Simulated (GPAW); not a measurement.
Crystal: NaCl.

```
CELL_PARAMETERS angstrom
3.50219 0.00000 0.00000
0.00000 3.50219 0.00000
0.00000 0.00000 3.50219
ATOMIC_POSITIONS crystal
Cl 0.50000 0.50000 0.50000
Na 0.00000 0.00000 0.00000
```

Measurements of this composition are mostly on another form, of space group No. 225.

- Program: GPAW 26.7.0
- Task: single point
- Functional: PBE
- Potentials or basis: GPAW PAW data sets (gpaw-data 1.2.1)
- Cutoff: 800 eV
- Basis: pw
- k mesh: 8 × 8 × 8
- Occupations: fermi-dirac, width 0.05 eV
- Spin: no spin polarisation

On this cell: pressure 0.1 GPa; largest force zero by symmetry; band gap on the k mesh 3.98 eV, indirect (least direct gap 4.47 eV).

The same run follows on a disturbed copy (atoms moved at random, drawn with an rms of 0.05 Å):

```
Cl Na
1.0
     3.50219    0.00000    0.00000
     0.00000    3.50219    0.00000
     0.00000    0.00000    3.50219
Cl Na
1 1
Direct
  0.49826 0.49640 0.50194
  0.99071 0.00148 0.99269
```

Task: What does the disturbed cell give?

Result: The energy moves by +0.2 meV/atom; pressure 0.1 GPa; largest force 0.014 eV/Å; band gap on the k mesh 3.98 eV, indirect (least direct gap 4.47 eV).

Forces on the atoms (eV/Å):
```
Cl  -0.008  0.006 -0.010
Na   0.008 -0.006  0.010
```

A k mesh can miss the band edges.
